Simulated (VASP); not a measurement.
The system is Sb2Se3.

```
CELL_PARAMETERS angstrom
8.32950 -0.08674 0.04839
-2.11993 3.58805 -0.02373
0.06227 -0.03458 10.67773
ATOMIC_POSITIONS crystal
Sb 0.31700 0.31791 0.83685
Sb 0.82192 0.33457 0.81530
Sb 0.19110 0.67423 0.18716
Sb 0.65196 0.62912 0.15001
Se 0.33949 0.33947 0.34230
Se 0.84827 0.33467 0.31828
Se 0.20676 0.64530 0.65347
Se 0.67341 0.69535 0.65043
Se 0.99696 0.04773 0.96153
Se 0.48292 0.96859 0.98902
```

The cell was built by a generator and needn't be a form met in nature.

* Program: VASP 6.6.1
* Task: relaxation of cell and atoms
* Functional: PBE
* Potentials or basis: VASP PAW PBE potentials, release 64 (Sb, Se)
* Cutoff: 520 eV
* k mesh: 6 × 6 × 3
* Occupations: gaussian, width 0.15 eV
* Spin: no spin polarisation

At the start: pressure -2.7 GPa; volume 31.71 Å³/atom.

Question: How do energy, volume and symmetry change on relaxing?

Answer: Over 24 steps the energy falls by 176.3 meV/atom and the volume is 29.84 Å³/atom (-5.9 %); space group P2_1/m (No. 11, to 0.05 Å).

Step by step:
```csv
step,energy change (eV),largest force (eV/Å),pressure (GPa),volume (Å³)
1,0.0000,2.6937,-2.65,317.14
2,-1.0495,1.3323,1.59,293.61
3,-1.0605,1.2976,2.23,290.96
4,-1.4252,0.6993,0.20,301.14
5,-1.4539,0.6246,-0.47,305.40
6,-1.5691,0.4750,-0.43,303.32
7,-1.6490,0.3254,-0.23,299.86
8,-1.6912,0.2488,0.29,295.99
9,-1.6912,0.2505,0.30,296.02
10,-1.7218,0.2060,-0.03,297.34
11,-1.7297,0.3130,-0.28,298.45
12,-1.7427,0.1882,0.41,295.49
13,-1.7433,0.1728,0.28,296.03
14,-1.7536,0.1005,-0.08,298.16
15,-1.7536,0.1019,-0.08,298.25
16,-1.7585,0.0713,-0.03,297.84
17,-1.7604,0.0537,0.04,297.53
18,-1.7588,0.0920,0.17,296.90
19,-1.7607,0.0513,0.07,297.37
20,-1.7616,0.0564,-0.08,298.34
21,-1.7617,0.0584,-0.05,298.08
22,-1.7628,0.0401,0.02,298.02
23,-1.7629,0.0384,0.03,298.01
24,-1.7633,0.0268,-0.03,298.43
```

Final structure:
```
CELL_PARAMETERS angstrom
8.13944 0.00076 -0.00372
-2.03502 3.52214 0.00450
-0.00661 0.01050 10.40918
ATOMIC_POSITIONS crystal
Sb 0.33719 0.33288 0.80643
Sb 0.83637 0.33371 0.81043
Sb 0.16817 0.66587 0.17409
Sb 0.66893 0.66436 0.17084
Se 0.33662 0.33179 0.32236
Se 0.83642 0.33094 0.32125
Se 0.16967 0.66507 0.65832
Se 0.67052 0.66712 0.65949
Se 0.00264 0.99747 0.99091
Se 0.50325 0.99773 0.99023
```
